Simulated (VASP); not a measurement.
# Pb (C2/m) in VASP: notebook, part 2 of 2

VASP 6.6.1. Earlier steps stand in the parts before.

**5. Single point, LDA**

Input file INCAR:

```
SYSTEM = Pb
ADDGRID = .False. ; ALGO = Normal
EDIFF = 1E-6 ; ENCUT = 650
GGA = CA ; ISIF = 2
ISMEAR = 1 ; LASPH = .True.
LCHARG = .False. ; LREAL = .False.
LWAVE = .False. ; NELM = 100
PREC = Accurate ; SIGMA = 0.2
```

Input file KPOINTS:

```
k-points
0
Gamma
  10 10 5
  0 0 0
```

Input file POSCAR:

```
Pb
1.0
    3.0386068135     -1.7503199600      0.0000000000
    3.0386068135      1.7503199600      0.0000000000
   -2.1154626375      0.0000000000      6.0952248674
Pb
2
Direct
    0.9085084100      0.9085084100      0.7262922000
    0.0914915900      0.0914915900      0.2737078000
```

Potentials or basis: VASP PAW LDA potentials, release 64 (Pb_d).

On the command line:

```bash
$ cat potpaw_LDA.64/Pb_d/POTCAR > POTCAR
$ mpirun -np 1 vasp_std > vasp.out
```

OUTCAR:

```text
SYSTEM = Pb
   EDIFF = 1E-6
   ENCUT = 650
   GGA = CA
   ISIF = 2
   ISMEAR = 1
   LASPH = .True.
   LREAL = .False.
   NELM = 100
   PREC = Accurate

 Found    141 irreducible k-points:

 Following reciprocal coordinates:
            Coordinates               Weight
  0.000000  0.000000  0.000000      1.000000
  0.100000 -0.000000  0.000000      4.000000
  0.200000 -0.000000  0.000000      4.000000
  0.300000  0.000000 -0.000000      4.000000
  0.400000  0.000000 -0.000000      4.000000
  0.500000  0.000000 -0.000000      2.000000
   k-points           NKPTS =    141   k-points in BZ     NKDIM =    141   number of bands    NBANDS=     18
   number of dos      NEDOS =    301   number of ions     NIONS =      2
   total plane-waves  NPLWV =  48600
   dimension x,y,z NGX =    30 NGY =   30 NGZ =   54
   dimension x,y,z NGXF=    60 NGYF=   60 NGZF=  108
   ions per type =               2
   NGX,Y,Z   is equivalent  to a cutoff of  14.22, 14.22, 13.91 a.u.
   NGXF,Y,Z  is equivalent  to a cutoff of  28.45, 28.45, 27.83 a.u.
 SYSTEM =  Pb
   PREC   = accura    normal or accurate (medium, high low for compatibility)
   ISTART =      0    job   : 0-new  1-cont  2-samecut
   ICHARG =      2    charge: 1-file 2-atom 10-const
   ISPIN  =      1    spin polarized calculation?
   LNONCOLLINEAR =      F non collinear calculations
   LSORBIT =      F    spin-orbit coupling
   LASPH  =      T    aspherical Exc in radial PAW
   ENCUT  =  650.0 eV  47.77 Ry    6.91 a.u.   7.29  7.29 13.41*2*pi/ulx,y,z
   NELM   =    100;   NELMIN=  2; NELMDL= -5     # of ELM steps
   EDIFF  = 0.1E-05   stopping-criterion for ELM
   LREAL  =      F    real-space projection
   EDIFFG = 0.1E-04   stopping-criterion for IOM
   NSW    =      0    number of steps for IOM
   IBRION =     -1    ionic relax: 0-MD 1-quasi-New 2-CG
   NFREE  =      0    steps in history (QN), initial steepest desc. (CG)
   ISIF   =      2    stress and relaxation
   ISYM   =      2    0-nonsym 1-usesym 2-fastsym
   POTIM  = 0.5000    time-step for ionic-motion
   TEBEG  =    0.0;   TEEND  =   0.0 temperature during run
   PSTRESS=    0.0 pullay stress
   NELECT =      28.0000    total number of electrons
   NUPDOWN=      -1.0000    fix difference up-down
   EMIN   =  10.00;   EMAX   =-10.00  energy-range for DOS
   EFERMI =   0.00;   METHOD = LEGACY
   ISMEAR =     1;   SIGMA  =   0.20  broadening in eV -4-tet -1-fermi 0-gaus
   EFERMI_NEDOS =   21; number of points for ismear=-14 and -15
   IALGO  =     38    algorithm
   IMIX   =      4    mixing-type and parameters
     AMIX     =   0.40;   BMIX     =  1.00
     AMIX_MAG =   1.60;   BMIX_MAG =  1.00
  volume/ion in A,a.u.               =      32.42       218.77
  Fermi-wavevector in a.u.,A,eV,Ry     =   1.237438  2.338420 20.833975  1.531254
  Thomas-Fermi vector in A             =   2.372006
   LORBIT       =      0    0 simple, 1 ext, 2 COOP (PROOUT), +10 PAW based schemes
   GGA     = CA    functional components
   LHFCALC =     F    Hartree Fock is set to
   AEXX    =    0.0000 exact exchange contribution
   IVDW    =     0    specifies the selected vdW correction
   LEPSILON=     F    determine dielectric tensor
   LRPA    =     F    only Hartree local field effects (RPA)
 non-spin polarized calculation
 Methfessel and Paxton  Order N= 1 SIGMA  =   0.20
  energy-cutoff  :      650.00
  volume of cell :       64.84
 maximum number of plane-waves:      2464
 NGX is ok and might be reduce to    30
   NGX = 15   NGY = 15   NGZ = 27

 number of electron      27.9999999 magnetization

 Free energy of the ion-electron system (eV)
  ---------------------------------------------------
  ext. energy  EPLUGINS =         0.00000000
  ---------------------------------------------------
  free energy    TOTEN  =        -8.31057109 eV

  energy without entropy =       -8.30888226  energy(sigma->0) =       -8.31000815

 E-fermi :   6.2676     XC(G=0): -10.0942

 val. band max:        6.2496804560   @ k =  -0.2000   0.4000   0.2000
 cond. band min:       6.2808094441   @ k =  -0.4000   0.4000   0.4000
 fundamental gap:      0.0311289882
 Fermi energy:         6.2675569582

 k-point     1 :       0.0000    0.0000    0.0000
  band No.  band energies     occupation
      1     -10.8280      2.00000
      2     -10.7155      2.00000
      3     -10.7149      2.00000
      4     -10.7124      2.00000
      5     -10.7114      2.00000
      6     -10.6908      2.00000
[... 10 lines left out ...]
     17      12.6929      0.00000
     18      12.8070      0.00000

 k-point     2 :       0.1000   -0.0000    0.0000
  band No.  band energies     occupation
      1     -10.8192      2.00000
      2     -10.7268      2.00000
      3     -10.7175      2.00000
      4     -10.6949      2.00000
      5     -10.6911      2.00000
      6     -10.6647      2.00000
[... 10 lines left out ...]
     17      12.6641      0.00000
     18      12.6861      0.00000

 k-point     3 :       0.2000   -0.0000    0.0000
  band No.  band energies     occupation
      1     -10.8018      2.00000
      2     -10.7507      2.00000
      3     -10.7326      2.00000
      4     -10.6583      2.00000
      5     -10.6487      2.00000
      6     -10.6344      2.00000
[... 10 lines left out ...]
     17      11.9305      0.00000
     18      12.6319      0.00000

 k-point     4 :       0.3000    0.0000   -0.0000
  band No.  band energies     occupation
      1     -10.8072      2.00000
      2     -10.7697      2.00000
      3     -10.7445      2.00000
      4     -10.7091      2.00000
      5     -10.6339      2.00000
      6     -10.5692      2.00000
[... 10 lines left out ...]
     17      11.0687      0.00000
     18      12.1641      0.00000

 k-point     5 :       0.4000    0.0000   -0.0000
  band No.  band energies     occupation
      1     -10.8295      2.00000
      2     -10.7872      2.00000
      3     -10.7656      2.00000
      4     -10.7297      2.00000
      5     -10.6403      2.00000
      6     -10.5441      2.00000
[... 10 lines left out ...]
     17      10.4590      0.00000
     18      10.6517      0.00000

 k-point     6 :       0.5000    0.0000   -0.0000
  band No.  band energies     occupation
      1     -10.8395      2.00000
      2     -10.7958      2.00000
      3     -10.7794      2.00000
      4     -10.7305      2.00000
      5     -10.6438      2.00000
      6     -10.5413      2.00000
[... 10 lines left out ...]
     17       9.7094     -0.00000
     18      10.2428     -0.00000

 [... further k-points ...]

------------------------ aborting loop because EDIFF is reached ----------------------------------------

  FORCE on cell =-STRESS in cart. coord.  units (eV):
  Direction    XX          YY          ZZ          XY          YZ          ZX
  --------------------------------------------------------------------------------------
  -------------------------------------------------------------------------------------
  Total       -1.2068410     -1.1556843     -1.1348181      0.0000000      0.0000000      0.0181168
  in kB      -29.8228370    -28.5586785    -28.0430446      0.0000000      0.0000000      0.4476920
  external PRESSURE =     -28.8081867 kB  Pullay stress =       0.0000000 kB

 VOLUME and BASIS-vectors are now :
 -----------------------------------------------------------------------------
  energy-cutoff  :      650.00
  volume of cell :       64.84
      direct lattice vectors                 reciprocal lattice vectors
     3.038606813 -1.750319960  0.000000000     0.164549095 -0.285662057  0.057109864
     3.038606813  1.750319960  0.000000000     0.164549095  0.285662057  0.057109864
    -2.115462637  0.000000000  6.095224867     0.000000000  0.000000000  0.164062856

 POSITION                                       TOTAL-FORCE (eV/Angst)
 -----------------------------------------------------------------------------------
      3.98476      0.00000      4.42691         0.006235      0.000000     -0.049578
     -0.02300      0.00000      1.66831        -0.006235      0.000000      0.049578
 -----------------------------------------------------------------------------------
    total drift:                                0.000000     -0.000000     -0.000000

  FREE ENERGIE OF THE ION-ELECTRON SYSTEM (eV)
  ---------------------------------------------------
  free  energy   TOTEN  =        -8.3105710904 eV

  energy  without entropy=       -8.3088822566  energy(sigma->0) =       -8.31000815
```

OSZICAR:

```text
N       E                     dE             d eps       ncg     rms          rms(c)
DAV:   1     0.294821043880E+03    0.29482E+03   -0.16399E+04  5076   0.215E+03
DAV:   2     0.120832273692E+02   -0.28274E+03   -0.27917E+03  5078   0.457E+02
DAV:   3    -0.771718580007E+01   -0.19800E+02   -0.19532E+02  6202   0.151E+02
DAV:   4    -0.831910010306E+01   -0.60191E+00   -0.59890E+00  6032   0.306E+01
DAV:   5    -0.834290440925E+01   -0.23804E-01   -0.23804E-01  6174   0.548E+00    0.780E-01
DAV:   6    -0.831746646521E+01    0.25438E-01   -0.50883E-02  6618   0.301E+00    0.391E-01
DAV:   7    -0.831104233499E+01    0.64241E-02   -0.20404E-02  6432   0.187E+00    0.132E-01
DAV:   8    -0.831057631057E+01    0.46602E-03   -0.11321E-03  6600   0.529E-01    0.148E-02
DAV:   9    -0.831057046777E+01    0.58428E-05   -0.74920E-05  6080   0.108E-01    0.642E-03
DAV:  10    -0.831057109039E+01   -0.62262E-06   -0.76229E-06  6352   0.399E-02
   1 F= -.83105711E+01 E0= -.83100081E+01  d E =-.168883E-02
```

stdout:

```text
POSCAR found type information on POSCAR Pb
 POSCAR found :  1 types and       2 ions
 scaLAPACK will be used
 LDA part: xc-table for (Slater(with rela. corr.)+CA(PZ))
 , standard interpolation
 POSCAR, INCAR and KPOINTS ok, starting setup
 FFT: planning ... GRIDC
 FFT: planning ... GRID_SOFT
 FFT: planning ... GRID
 WAVECAR not read
 entering main loop
```

Run time: 66 s. Hardware: 1 thread of Intel Xeon 6975P-C (Granite Rapids), shared host; peak memory 0.31 GiB.

The run converged, but some of its settings lie outside the range that counts as converged, so its numbers aren't taken as properties of the crystal.

What came out:

```yaml
Free_energy: -8.3106 eV
Pressure: -2.9 GPa
Largest_force: 0.050 eV/Å
Band_gap_on_the_k_mesh: none (metal or under the smearing width)
```

**6. Single point, LDA**

INCAR is that of step 5.

KPOINTS is that of step 5.

Input file POSCAR:

```
Pb
1.0
    3.0386068135     -1.7503199600      0.0000000000
    3.0386068135      1.7503199600      0.0000000000
   -2.1154626375      0.0000000000      6.0952248674
Pb
2
Direct
    0.9226740000      0.9042520000      0.7213670000
    0.1042030000      0.0659440000      0.2801110000
```

Potentials or basis: VASP PAW LDA potentials, release 64 (Pb_d).

On the command line:

```bash
$ cat potpaw_LDA.64/Pb_d/POTCAR > POTCAR
$ mpirun -np 1 vasp_std > vasp.out
```

It took 2 min on 1 thread of Intel Xeon 6975P-C (Granite Rapids), shared host; peak memory 0.43 GiB.

The run converged, but some of its settings lie outside the range that counts as converged, so its numbers aren't taken as properties of the crystal.

Results:

| Item | Value |
| --- | --- |
| Free energy | -8.3101 eV |
| Pressure | -2.4 GPa |
| Largest force | 0.065 eV/Å |
| Band gap on the k mesh | none (metal or under the smearing width) |
